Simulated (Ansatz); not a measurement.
LiH (started from an entry of an open crystallographic database) with hydrogen sites as listed, relaxed with r2SCAN+rVV10, was run in Ansatz under altered settings. All numbers are computed, without spin polarisation but where a row says otherwise.

```
CELL_PARAMETERS angstrom
0.00000 1.99847 1.99847
1.99847 0.00000 1.99847
1.99847 1.99847 0.00000
ATOMIC_POSITIONS crystal
Li 0.00000 0.00000 0.00000
H 0.50000 0.50000 0.50000
```

The base run's other keys:
```yaml
kpoints:
  mp_grid: { grid: [6, 6, 6] }
hamiltonian:
  xc: hse06
scf:
  occupations: { method: fixed }
  n_extra_bands: 4
```

It takes 10 iterations with 331 plane waves at 420 eV and 16 k points, and leaves a mean stress of -0.24 GPa. The gap over this mesh is 3.968 eV.

Outcomes, with energy and stress as changes against the base:
```tsv
setting	outcome	ΔF (meV/atom)	Δ mean stress (GPa)	gap on the mesh (eV)	iterations
PBE hybrid, exx coeff 0.05, omega 0.2078 1/Å	converged	–	+0.4	3.170	9
PBE hybrid, exx coeff 0.15, omega 0.5 1/Å	converged	–	+0.3	3.275	9
PBE hybrid, exx coeff 0.4, omega 0.2078 1/Å	converged	–	-0.3	4.593	13
PBE hybrid, exx coeff 0.4, omega 0.1 1/Å	converged	–	-0.3	5.085	13
scf.mixing.preconditioner: kerker	converged	0.0	0.0	3.968	10
scf.max_iter: 5	converged	0.0	0.0	3.969	12
```
A dash marks a value that wasn't obtained or can't be compared. Stress is positive in compression.

- PBE hybrid, exx coeff 0.05, omega 0.2078 1/Å. That is 5 % exact exchange, screened with ω = 0.2078 1/Å, against HSE06's 25 % screened at 0.208 1/Å. The mean stress moves by +0.4 GPa and the gap on the mesh by -0.798 eV (to 3.170). Totals of different functionals aren't comparable.
- PBE hybrid, exx coeff 0.15, omega 0.5 1/Å. That is 15 % exact exchange, screened with ω = 0.5 1/Å, against HSE06's 25 % screened at 0.208 1/Å. The mean stress moves by +0.3 GPa and the gap on the mesh by -0.693 eV (to 3.275). Totals of different functionals aren't comparable.
- PBE hybrid, exx coeff 0.4, omega 0.2078 1/Å. That is 40 % exact exchange, screened with ω = 0.2078 1/Å, against HSE06's 25 % screened at 0.208 1/Å. The mean stress moves by -0.3 GPa and the gap on the mesh by +0.624 eV (to 4.593). Totals of different functionals aren't comparable.
- PBE hybrid, exx coeff 0.4, omega 0.1 1/Å. That is 40 % exact exchange, screened with ω = 0.1 1/Å, against HSE06's 25 % screened at 0.208 1/Å. The mean stress moves by -0.3 GPa and the gap on the mesh by +1.116 eV (to 5.085). Totals of different functionals aren't comparable. The program warns that on this mesh the truncation of the exchange isn't bounded, so part of the change can be an error of the mesh.

Within 1 meV an atom, 0.1 GPa and 0.005 eV of the base stay: scf.mixing.preconditioner: kerker; scf.max_iter: 5.

The program warns that its thresholds are loose for a hybrid's stress.

The meshes of the hybrids are coarse, so their gaps aren't converged to the digits shown.
